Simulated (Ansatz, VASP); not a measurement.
ZnS (Wurtzite-2H) in VASP and in Ansatz

```
Zn S
1.0
     3.81100    0.00000    0.00000
    -1.90550    3.30042    0.00000
     0.00000    0.00000    6.23400
Zn S
2 2
Direct
  0.66667 0.33333 0.50000
  0.33333 0.66667 0.00000
  0.66667 0.33333 0.88500
  0.33333 0.66667 0.38500
```

Alike in both runs: task band structure; functional r2SCAN; k mesh 8 × 8 × 5; occupations fermi-dirac, width 0.05 eV; no spin polarisation.

|  | VASP | Ansatz |
| --- | --- | --- |
| version | VASP 6.6.1 | Ansatz 0.2.0 |
| potentials or method | VASP PAW PBE potentials, release 64 (Zn, S) | Ansatz PAW |
| plane-wave cutoff (eV) | 520 | 500 |
| valence electrons in the cell | 36 | 36 |

```tsv
	VASP	Ansatz	Ansatz less VASP
gap on the k mesh at the Fermi level (eV)	2.83	2.82	-0.009
least direct gap on the mesh (eV)	2.83	2.82	-0.009
gap along the band path (eV)	2.83	2.82	-0.009
pressure (GPa)	0.2	0.1	-0.06
largest component of the traceless stress (GPa)	1.28	1.27	-0.010
rms of the force components (eV/Å)	0.184	0.183	-0.0006
```

Atom by atom the forces differ by 0.001 eV/Å (rms over components).

Caveats: the PAW data sets were made with another functional, which shifts forces and pressure a little (VASP); the PAW data sets come from PBE, with cores solved anew for the run's functional, which leaves a small shift of forces and pressure (Ansatz). r2SCAN opens gaps a little over a GGA but as a rule still falls short of measured ones.
